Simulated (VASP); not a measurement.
The system is CdO (Monteponite).

```
CELL_PARAMETERS angstrom
0.00000 2.34950 2.34950
2.34950 0.00000 2.34950
2.34950 2.34950 0.00000
ATOMIC_POSITIONS crystal
Cd 0.00000 0.00000 0.00000
O 0.50000 0.50000 0.50000
```

| Property | Result |
| --- | --- |
| Program | VASP 6.6.1 |
| Task | relaxation of cell and atoms |
| Functional | BLYP |
| Dispersion | D4 |
| Potentials or basis | VASP PAW PBE potentials, release 64 (Cd, O) |
| Cutoff | 600 eV |
| k mesh | 10 × 10 × 10 |
| Occupations | fermi-dirac, width 0.05 eV |
| Spin | no spin polarisation |

At the start: pressure 6.4 GPa; volume 12.97 Å³/atom.

Where does the relaxation end?

Over 3 steps the energy falls by 11.1 meV/atom and the volume is 13.55 Å³/atom (+4.5 %); space group Fm-3m (No. 225, to 0.05 Å).

The path:
```
step  energy change (eV)  largest force (eV/Å)  pressure (GPa)  volume (Å³)
   1              0.0000                0.0000            6.35        25.94
   2             -0.0129                0.0000           -3.59        27.92
   3             -0.0222                0.0000           -0.03        27.11
```

Final structure:
```
CELL_PARAMETERS angstrom
0.00000 2.38430 2.38430
2.38430 0.00000 2.38430
2.38430 2.38430 0.00000
ATOMIC_POSITIONS crystal
Cd 0.00000 0.00000 0.00000
O 0.50000 0.50000 0.50000
```

Caveat: the PAW data sets were made with another functional, which shifts forces and pressure a little; pairwise dispersion overbinds metals, which lowers pressure and volume.
